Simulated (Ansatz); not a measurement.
Runs of Ansatz 0.2.0 on ZnS. Symmetry: F-43m, No. 216, cubic system. Conventional cell: a = 5.404 Å, b = 5.404 Å, c = 5.404 Å, α = 90.00°, β = 90.00°, γ = 90.00°. Around Zn (site symmetry -43m) lie 4 S at 2.34 Å. S (site symmetry -43m) is surrounded by 4 Zn at 2.34 Å. 

| task | level | cell | k mesh | cutoff (eV) | smearing | atoms under strain | points for each segment of the path | gap on the mesh (eV) | pressure (GPa) | V0 of scaled cells (Å³/atom) | B0 (GPa) |
| --- | --- | --- | --- | --- | --- | --- | --- | --- | --- | --- | --- |
| elastic constants | PBEsol | as given | 7 × 7 × 7 | 420 | fixed | clamped | - | 1.97 | -2.0 | - | - |
| relaxation of cell and atoms | m-r2SCAN | relaxed | 9 × 9 × 9 | 500 | fermi-dirac 0.05 eV | - | - | (a) | 0.0 | - | - |
| equation of state | BPBE | as given | 9 × 9 × 9 | 420 | fermi-dirac 0.05 eV | - | - | - | - | 20.15 | 69 |
| band structure | revPBE | as given | 9 × 9 × 9 | 420 | fermi-dirac 0.05 eV | - | 14 | 2.23 | (c) | - | - |
| equation of state | r2SCAN+D3(BJ) | as given | 9 × 9 × 9 | 500 | fermi-dirac 0.05 eV | - | - | - | - | (b) | 82 |

Alike in all rows: potentials or basis Ansatz PAW; no spin polarisation.

Question: Fill in the values left out.

Answer: (a) 2.70; (b) 19.27; (c) 3.5.

Caveats: the PAW data sets come from PBE, with cores solved anew for the run's functional, which leaves a small shift of forces and pressure (some runs); odd divisions of the mesh miss points on the zone boundary, where band edges often lie, so the gap on the mesh can be too wide (some runs); the plane-wave basis is chosen anew once the cell has moved, so the energies of steps on either side of that aren't comparable (some runs); the potentials were made for another functional, which shifts forces and pressure (some runs); the PAW data sets were made with another functional, which shifts forces and pressure a little (some runs).

Runs at the PBE level aren't shown here.
